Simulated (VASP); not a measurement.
# WC, vacuum levels of a slab or layer: which settings are enough?

WC, slab, 4 atoms in the cell. R2SCAN; PAW potentials W_sv, C (PBE set). VASP 6.6.1.

Wanted: face levels within 0.04 eV; energy within 2 meV/atom; forces within 0.02 eV/Å.

Crystal: WC, P-6m2; Face: (0 0 1); Atomic planes: 4; Dipole correction: yes.

Face levels: vacuum level at each face, counted from the Fermi level.

POSCAR of the starting run:
```
WC
1.0
    2.9172923296      0.0000000000      0.0000000000
   -1.4586461648      2.5264492677      0.0000000000
    0.0000000000      0.0000000000     19.2570466382
W C
2 2
Direct
    0.0000000000      0.0000000000      0.4631559404
    0.0000000000      0.0000000000      0.6105321786
    0.6666666700      0.3333333300      0.3894678214
    0.6666666700      0.3333333300      0.5368440596
```

The series start from vacuum (Å): 15; correction: LDIPOL, IDIPOL 3, DIPOL, AMIN 0.01; k spacing (1/Å): 0.3; Cutoff ENCUT (eV): 525; SCF threshold EDIFF (eV): 1e-6; PREC: Accurate; ALGO: Normal. Each series keeps the choices made before it, and each single choice may use up half of a tolerance.

## Vacuum (Å)

| Vacuum (Å) | Face levels, largest deviation (eV) | Energy less reference (meV/atom) | Forces, largest deviation (eV/Å) | SCF iterations | Time (s) |
|---|---|---|---|---|---|
| 6 | 0.279 | -0.8 | 0.018 | 26 | 55 |
| 8 | 0.042 | -0.5 | 0.003 | 25 | 63 |
| 10 | 0.027 | -0.4 | 0.002 | 29 | 83 |
| 12 | 0.010 | -0.3 | 0.002 | 39 | 173 |
| 15 | 0.012 | -0.2 | 0.003 | 55 | 240 |
| 20 (reference) | 0.000 | 0.0 | 0.000 | 119 | 660 |
| 25 | no result | no result | no result | 150 | 934 |

## Correction

| Correction | Face levels, largest deviation (eV) | Energy less reference (meV/atom) | Forces, largest deviation (eV/Å) | SCF iterations | Time (s) |
|---|---|---|---|---|---|
| LDIPOL, IDIPOL 3, DIPOL, AMIN 0.01 | 0.000 | 0.0 | 0.000 | 39 | 173 |
| LDIPOL, default AMIN | 0.001 | 0.0 | 0.001 | 41 | 159 |
| LDIPOL, no DIPOL | no result | no result | no result | 150 | 672 |
| IDIPOL 3 alone (energy only) | 0.558 | 0.6 | 0.005 | 39 | 136 |
| kernel truncation, coarsened | 0.037 | 0.3 | 0.000 | 40 | 180 |
| kernel truncation, full padding | 0.012 | 0.3 | 0.000 | 42 | 175 |

## k spacing (1/Å)

| k spacing (1/Å) | Face levels, largest deviation (eV) | Energy less reference (meV/atom) | Forces, largest deviation (eV/Å) | SCF iterations | Time (s) |
|---|---|---|---|---|---|
| 0.6 | 0.221 | 10.0 | 0.207 | 42 | 108 |
| 0.45 | 0.153 | -2.6 | 0.148 | 50 | 202 |
| 0.3 | 0.123 | 3.1 | 0.041 | 39 | 173 |
| 0.22 | 0.026 | -0.4 | 0.033 | 45 | 224 |
| 0.16 (reference) | 0.000 | 0.0 | 0.000 | 48 | 348 |

## Question

The rows run from the loosest to the tightest (no order: correction). For each series: choose the loosest value from which every tighter one stays within half of the tolerance; where there is no order, keep the first row unless others stay within half of the tolerance and take at least 30 % less time, and then take the fastest.

## Answer

- vacuum (Å): 12
- correction: LDIPOL, IDIPOL 3, DIPOL, AMIN 0.01
- k spacing (1/Å): 0.16, the tightest run, since the next looser one is off by more than half of the tolerance (convergence isn't shown beyond it)

## All choices together

| Input | Face levels, largest deviation (eV) | Energy less reference (meV/atom) | Forces, largest deviation (eV/Å) | Time (s) |
|---|---|---|---|---|
| starting input without the dipole correction (naive) | 0.574 | 2.2 | 0.043 | 307 |
| chosen settings | 0.019 | -0.3 | 0.002 | 348 |
| reference settings throughout | 0.000 | 0.0 | 0.000 | 960 |

The chosen settings stay within the tolerance of the reference run, but the reference itself isn't shown to be converged in: k spacing (1/Å), Cutoff ENCUT (eV), SCF threshold EDIFF (eV).

Values of the reference run: Face levels: 5.28, 6.394 eV.

## The input

INCAR:
```
SYSTEM = WC
ALGO = Normal ; AMIN = 0.01
DIPOL = 0.5 0.5 0.5 ; EDIFF = 1E-6
ENCUT = 525 ; IDIPOL = 3
ISMEAR = 0 ; KPAR = 4
LASPH = .TRUE. ; LCHARG = .FALSE.
LDIPOL = .TRUE. ; LMIXTAU = .TRUE.
LREAL = .FALSE. ; LVACPOTAV = .TRUE.
LVHAR = .TRUE. ; LWAVE = .FALSE.
METAGGA = R2SCAN ; NELM = 150
PREC = Accurate ; SIGMA = 0.1
```

KPOINTS:
```
Automatic mesh
0
Gamma
  16 16 1
  0 0 0
```

POSCAR:
```
WC
1.0
    2.9172923296      0.0000000000      0.0000000000
   -1.4586461648      2.5264492677      0.0000000000
    0.0000000000      0.0000000000     16.2570466382
W C
2 2
Direct
    0.0000000000      0.0000000000      0.4563569085
    0.0000000000      0.0000000000      0.6309292743
    0.6666666700      0.3333333300      0.3690707257
    0.6666666700      0.3333333300      0.5436430915
```

Commands:
```
cat potpaw_PBE.64/W_sv/POTCAR potpaw_PBE.64/C/POTCAR > POTCAR
mpirun -np 4 vasp_std > vasp.out
```

The chosen input took VASP 6.6.1 348 s on 4 cores (Intel Xeon Platinum 8259CL @ 2.50GHz (Skylake/Cascade Lake)), a shared host.

## An input that fails: centre for the dipole put into the vacuum's far side

The electronic loop stops at its limit of 150 steps.

Changes against the starting input:
```
- DIPOL = 0.5 0.5 0.5
+ DIPOL = 0.5 0.5 0.0
```
